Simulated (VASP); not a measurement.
**Al: band structure with PBEsol+D3**

Crystal: Al.

```
Al
1.0
     2.85156    0.00000    0.00000
     0.00000    2.85156    0.00000
     0.00000    0.00000    2.85156
Al
1
Direct
  0.00000 0.00000 0.00000
```

The cell was built by a generator and needn't be a form met in nature.

The cell isn't the ideal one: volume scaled by 1.15.

```json
{
 "Program": "VASP 6.6.1",
 "Task": "band structure",
 "Functional": "PBEsol",
 "Dispersion": "D3",
 "Potentials or basis": "VASP PAW PBE potentials, release 64 (Al)",
 "Cutoff": "520 eV",
 "k mesh": "10 × 10 × 10",
 "Occupations": "gaussian, width 0.01 eV",
 "Spin": "no spin polarisation",
 "Further INCAR settings": "LREAL = Auto; ALGO = Fast; EDIFF = 1.00e-07; NBANDS = 26; ISYM = 0"
}
```

The band gap along the path is none (metal or under the smearing width). The dispersion energy per atom is -0.091 eV.

Levels at the corners of the path, in eV from the Fermi level:
| point | band 1 | band 2 | band 3 | band 4 | band 5 |
| --- | --- | --- | --- | --- | --- |
| Γ | -8.81 | 7.63 | 7.63 | 8.10 | 8.10 |
| X | -5.02 | -3.60 | 9.93 | 11.07 | 11.07 |
| M | -0.78 | -0.49 | -0.49 | 2.39 | 13.99 |
| Γ | -8.81 | 7.63 | 7.63 | 8.10 | 8.10 |
| R | 2.46 | 2.46 | 2.46 | 5.04 | 5.46 |
| X | -5.02 | -3.60 | 9.93 | 11.07 | 11.07 |
| M | -0.78 | -0.49 | -0.49 | 2.39 | 13.99 |
| R | 2.46 | 2.46 | 2.46 | 5.04 | 5.46 |

It took 50 s on 1 thread of Intel(R) Xeon(R) Platinum 8259CL CPU @ 2.50GHz (Skylake/Cascade Lake), with other jobs on the host, peak memory 0.14 GiB.

Caveat: the log is that of the step along the path at fixed density, whose energy, stress, charges and moments have no meaning.
